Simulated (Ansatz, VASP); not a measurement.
BN: VASP beside Ansatz

The input POSCAR:

```
BN
1.0
    1.2511217832      0.7223354983      3.3729344033
   -1.2511217832      0.7223354983      3.3729344033
    0.0000000000     -1.4446709966      3.3729344033
N B
1 1
Direct
    0.6672382000      0.6672382000      0.6672382000
    0.0003288000      0.0003288000      0.0003288000
```

The input INCAR.step1:

```
SYSTEM = BN
ALGO = Normal ; EDIFF = 1E-5
ENCUT = 520 ; GGA = PE
ISIF = 2 ; ISMEAR = -1
LASPH = .TRUE. ; LCHARG = .FALSE.
LREAL = .FALSE. ; LWAVE = .TRUE.
NELM = 80 ; PREC = Accurate
SIGMA = 0.05
```

The input INCAR.step2:

```
SYSTEM = BN
ALGO = Normal ; EDIFF = 1E-6
ENCUT = 520 ; GGA = PS
HFSCREEN = 0.2 ; ISIF = 2
ISMEAR = -1 ; ISTART = 1
LASPH = .TRUE. ; LCHARG = .FALSE.
LHFCALC = .TRUE. ; LREAL = .FALSE.
LWAVE = .FALSE. ; NELM = 80
PREC = Accurate ; PRECFOCK = Fast
SIGMA = 0.05
```

KPOINTS

```
k-points
0
G
  6 6 6
  0 0 0
```

File KPOINTS_OPT:

```
path GLB1,BZGX,QFP1Z,LP
10
line-mode
reciprocal
 0.0000000000  0.0000000000  0.0000000000  G
 0.5000000000  0.0000000000  0.0000000000  L

 0.5000000000  0.0000000000  0.0000000000  L
 0.5000000000  0.1972419765 -0.1972419765  B1

 0.8027580235  0.5000000000  0.1972419765  B
 0.5000000000  0.5000000000  0.5000000000  Z

 0.5000000000  0.5000000000  0.5000000000  Z
 0.0000000000  0.0000000000  0.0000000000  G

 0.0000000000  0.0000000000  0.0000000000  G
 0.3486209883  0.0000000000 -0.3486209883  X

 0.6513790117  0.3486209883  0.0000000000  Q
 0.5000000000  0.5000000000  0.0000000000  F

 0.5000000000  0.5000000000  0.0000000000  F
 0.6513790117  0.6513790117  0.1972419765  P1

 0.6513790117  0.6513790117  0.1972419765  P1
 0.5000000000  0.5000000000  0.5000000000  Z

 0.5000000000  0.0000000000  0.0000000000  L
 0.8027580235  0.3486209883  0.3486209883  P
```

File input.yaml:

```yaml
crystal:
  lattice:
    - [1.2511217832, 0.7223354983, 3.3729344033]
    - [-1.2511217832, 0.7223354983, 3.3729344033]
    - [0.0, -1.4446709966, 3.3729344033]
  atoms:
    - { symbol: "N", position: [0.6672382, 0.6672382, 0.6672382] }
    - { symbol: B, position: [0.0003288, 0.0003288, 0.0003288] }
hamiltonian:
  xc:
    exchange: hjs_pbesol
    correlation: pbesol
    exx: { coeff: 0.25, omega: 0.207 }
  pseudopotentials: { kind: paw }
kpoints:
  mp_grid: { grid: [6, 6, 6] }
  band_path:
    path:
      - [[0.0, 0.0, 0.0], [0.5, 0.0, 0.0], [0.5, 0.1972419765, -0.1972419765]]
      - [[0.8027580235, 0.5, 0.1972419765], [0.5, 0.5, 0.5], [0.0, 0.0, 0.0], [0.3486209883, 0.0, -0.3486209883]]
      - [[0.6513790117, 0.3486209883, 0.0], [0.5, 0.5, 0.0], [0.6513790117, 0.6513790117, 0.1972419765], [0.5, 0.5, 0.5]]
      - [[0.5, 0.0, 0.0], [0.8027580235, 0.3486209883, 0.3486209883]]
    npoints: 4
scf:
  occupations: { method: fermi_dirac, width: 0.05 }
  n_extra_bands: 6
output:
  forces: true
  stress: true
  eigenvalues: true
  fatbands: false
  write_density: true
  write_potential: true
  elf: true
  volumetric_format: npy
```

The cell is a database's computed one.

Alike in both runs: task band structure; functional HSEsol; k mesh 6 × 6 × 6; occupations fermi-dirac, width 0.05 eV; no spin polarisation.

```csv
,VASP,Ansatz
version,VASP 6.6.1,Ansatz 0.2.0
potentials or method,"VASP PAW PBE potentials, release 64 (N, B)",Ansatz PAW
plane-wave cutoff (eV),520,420
valence electrons in the cell,8,8
```

|  | VASP | Ansatz | Ansatz less VASP |
| --- | --- | --- | --- |
| gap on the k mesh at the Fermi level (eV) | 5.48 | 5.47 | -0.010 |
| least direct gap on the mesh (eV) | 6.06 | 6.05 | -0.011 |
| gap along the band path (eV) | 5.42 | 5.41 | -0.004 |
| pressure (GPa) | -3.2 | -3.5 | -0.35 |
| largest component of the traceless stress (GPa) | 3.47 | 4.01 | +0.538 |
| rms of the force components (eV/Å) | 0.003 | 0.003 | 0.0000 |

Atom by atom the forces differ by 0.000 eV/Å (rms over components).

Caveats: the k mesh is coarse (spacing up to 0.49 Å⁻¹), so the values aren't converged, least of all with exact exchange; the PAW data sets were made with another functional, which shifts forces and pressure a little (VASP); the k mesh misses the band edges, so the gap on the mesh is wider than the one along the path (Ansatz); the pressure holds a Pulay correction of +0.5 GPa for the finite cutoff (Ansatz); the PAW data sets come from PBE, with cores solved anew for the run's functional, which leaves a small shift of forces and pressure (Ansatz); the thresholds are loose for stress (Ansatz).
